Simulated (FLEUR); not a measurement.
Crystal: Gd.

```
Gd
1.0
     0.00000    2.58582    2.58582
     2.58582    0.00000    2.58582
     2.58582    2.58582    0.00000
Gd
1
Cartesian
  0.0000 0.0000 0.0000
```

This isn't the form of Gd at room conditions, which is hcp.

```yaml
Program: FLEUR MaX-R8.1 (later development tree)
Task: single point
Functional: PBE
Potentials_or_basis: all-electron
Basis: FLAPW
Kmax: 4.1 1/bohr
k_mesh: 9 × 9 × 9
Occupations: fermi-dirac, width 0.05 eV
Spin: collinear spin, ferromagnetic start
Starting_moments: "[7.0] μB"
Gmax: 12.7 1/bohr
Muffin-tin_radii: Gd 2.66 bohr
lmax: Gd 11
Local_orbitals_a_species: Gd 5
Max_iterations: 60
Mixing_factor: 0.05
Mixer: Anderson
Mixer_history: 15
```

On this cell: net moment 7.58 μB per cell; site moments Gd +7.17 μB; band gap on the k mesh none (metal or under the smearing width).

The same run follows on a disturbed copy (cell strained at random at fixed volume):

```
Gd
1.0
    -0.00885    2.53625    2.57003
     2.55559   -0.02978    2.59096
     2.58316    2.58475   -0.05735
Gd
1
Direct
  0.99376 0.98723 0.01668
```

Problem. What changes?

Solution. The energy (extrapolated to zero smearing) moves by +3.3 meV/atom; net moment 7.57 μB per cell; site moments Gd +7.17 μB; band gap on the k mesh none (metal or under the smearing width).

Caveats: spin-orbit coupling is left out, which moves the levels of the heavy elements.
